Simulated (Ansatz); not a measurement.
Phonon dispersion of MgSe

Computed with DFT PBE, scalar-relativistic, plane waves, PAW (Ansatz). Settings: 420 eV plane-wave cutoff, Γ-centred 8×8×8 mesh, fixed occupations. No spin polarisation. Phonons by linear response, acoustic sum rule imposed.

Equilibrium structure at this level:
```
Mg Se
1.0
     0.00000    2.75416    2.75416
     2.75416    0.00000    2.75416
     2.75416    2.75416    0.00000
Mg Se
1 1
Direct
  0.00000 0.00000 0.00000
  0.50000 0.50000 0.50000
```

The cell has the rock salt type, in a space group that the Crystallography Open Database lists for this formula; it was reached from a generator's guess. The run warned that its linear response isn't converged on this k mesh, so dielectric tensors, Born charges and infrared intensities are rough, and the frequencies may be too.

Force constants from linear response on a 4×4×4 q mesh.

Path: Γ–X–U | K–Γ–L–W–X. Only the points of the 4×4×4 mesh were computed; the rest is interpolation, which is rough on so few points. On the mesh no mode is imaginary. Distance along the path (Å⁻¹), then the branches (cm⁻¹, negative for imaginary; the LO field is included):
```
0.000  0 0 0 172 172 298
0.143  24 24 42 175 175 295
0.285  44 44 79 180 180 284
0.428  60 60 112 182 182 264
0.570  70 70 138 180 180 235
0.713  74 74 154 178 178 205
0.856  76 76 146 181 181 196
0.998  77 77 125 185 185 203
1.141  78 78 116 186 186 206
1.191  78 79 116 186 187 206
1.242  80 84 116 186 189 206
1.292  82 90 117 186 191 205
1.342  85 99 117 185 195 204
1.393  88 108 117 184 199 203
1.443  91 118 118 184 202 204
1.494  94 118 127 183 200 209
1.544  97 117 135 182 199 214
1.544  97 117 135 182 199 214
1.695  102 114 153 179 194 231
1.846  100 108 158 175 190 251
1.998  94 99 151 170 189 270
2.149  84 86 135 165 189 284
2.300  69 70 112 164 188 293
2.451  48 50 82 166 183 297
2.603  25 26 43 170 176 298
2.754  0 0 0 172 172 298
2.754  0 0 0 172 172 298
2.877  21 21 36 172 172 299
3.001  41 41 69 172 172 301
3.124  58 58 98 172 172 304
3.248  71 71 123 173 173 309
3.371  81 81 142 175 175 314
3.495  88 88 157 176 176 317
3.618  92 92 165 177 177 319
3.742  94 94 168 178 178 320
3.842  94 97 164 177 182 315
3.943  96 105 156 177 187 300
4.044  99 114 148 177 192 279
4.145  103 120 142 179 195 255
4.246  106 121 137 184 196 233
4.347  108 118 134 189 197 217
4.447  110 112 133 194 197 207
4.548  110 110 133 197 197 203
4.620  106 113 132 195 198 202
4.691  101 115 127 194 200 200
4.762  96 116 120 192 198 201
4.833  90 110 117 191 194 203
4.905  86 100 117 189 191 204
4.976  81 89 117 188 189 205
5.047  79 81 116 187 187 206
5.119  78 78 116 186 186 206
```
